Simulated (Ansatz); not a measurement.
Crystal: TiTe2.

```xyz
3
Lattice="3.7770 0.0000 0.0000 -1.8885 3.2710 0.0000 0.0000 0.0000 6.4980" Properties=species:S:1:pos:R:3 pbc="T T T"
Te    0.0000    2.1807    4.7903
Te    1.8885    1.0903    1.7077
Ti    0.0000    0.0000    0.0000
```

Base run:

| Quantity | Value |
| --- | --- |
| Program | Ansatz 0.2.0 |
| Functional | PBE |
| Potentials or basis | all-electron LAPW, scalar-relativistic |
| Cutoff | 240 eV |
| Density cutoff | 962 eV |
| Basis error allowed | 0.001 eV/atom |
| k mesh | 8 × 8 × 4 |
| Occupations | fermi-dirac, width 0.05 eV |
| Spin | no spin polarisation |

Its results: pressure 0.9 GPa; largest force 0.011 eV/Å.

**Question.** The run is repeated on the same cell with these changes: functional from PBE to LDA; basis error allowed from 0.001 eV/atom to 0.002 eV/atom. What comes out?

**Answer.** Pressure -4.1 GPa; largest force 0.308 eV/Å.

Caveats: this functional lacks dispersion, which binds the layers, so the pressure and a relaxed spacing across them are unreliable (some runs).

Not every run made on this cell is shown here.
